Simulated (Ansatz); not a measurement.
System: fluorite SrF2. Method: LC-ωPBE in Ansatz (plane waves, PAW).

Numerical settings: plane-wave cutoff 460 eV, 8×8×8 k mesh, Fermi–Dirac smearing 0.01 eV, scalar-relativistic PAW data made under PBE.

The volume scan:

```csv
V (Å³/atom),E − E_lowest (meV/atom),P (GPa)
15.583,10.27,4.09
15.989,2.64,1.97
16.403,0.00,0.10
16.813,1.83,-1.50
17.223,7.49,-2.90
```

Task: Estimate the bulk modulus from the pressures at 15.989 and 16.813 Å³/atom, and compare it with a fit to all energies.

Result: B = −V dP/dV. Between V = 15.989 and 16.813 Å³/atom, dP/dV = (-1.50 − (1.97))/(16.813 − 15.989) = -4.21 GPa per Å³/atom; at the midpoint 16.401 Å³/atom this gives B ≈ 69.1 GPa. The third-order Birch–Murnaghan fit gives V0 = 16.429 Å³/atom, B0 = 68.4 GPa, B′ = 4.7, which lies within 1 % of that estimate.

Measured, for comparison: bulk modulus 69 GPa (temperature not stated, no zero-point or thermal correction; as tabulated in On the Morphology of Group II Metal Fluoride Nanocrystals at Finite Temperature …). Computed (rounded) less measured: bulk modulus -0.9 %.

Ansatz is a program for electronic structure.
